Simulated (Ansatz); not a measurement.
# HfB2 under changes of volume

One of the cells (9.905 Å³/atom); the others are scaled copies at fixed shape and fractional positions:

```
CELL_PARAMETERS angstrom
3.14000 0.00000 0.00000
-1.57000 2.71932 0.00000
0.00000 0.00000 3.48000
ATOMIC_POSITIONS crystal
Hf 0.00000 0.00000 0.00000
B 0.66667 0.33333 0.50000
B 0.33333 0.66667 0.50000
```

```yaml
Program: Ansatz 0.2.0
Functional: LDA
Potentials_or_basis: Ansatz PAW
Cutoff: "420 eV (not typed: the program's choice for these potentials)"
k_mesh: 10 × 10 × 8
Occupations: fermi-dirac, width 0.05 eV
Spin: no spin polarisation
```

```csv
volume (Å³/atom),energy over the lowest point (meV/atom),pressure (GPa)
9.311,3.99,6.3
9.509,0.00,0.3
9.707,3.12,-5.2
9.905,12.66,-10.1
10.103,28.01,-14.6
10.301,?,?
10.499,73.99,-22.3
```

Task: What does the run at 10.301 Å³/atom give?

Result: Energy over the lowest point 48.63 meV/atom; pressure -18.7 GPa.

Worked out: A Birch-Murnaghan fit of order 3 (a polynomial in V^(-2/3)) to the other rows has its minimum at 9.52 Å³/atom with B0 = V·E''(V) = 275 GPa and B' = 3.8 at fixed shape and positions, which overstates the stiffness. It gives 48.62 meV/atom at 10.301 Å³/atom, against the run's 48.63, and -dE/dV = -18.7 GPa, against -18.7.

Energies are extrapolated to zero smearing.

Caveats: the PAW data sets come from PBE, with cores solved anew for the run's functional, which leaves a small shift of forces and pressure.
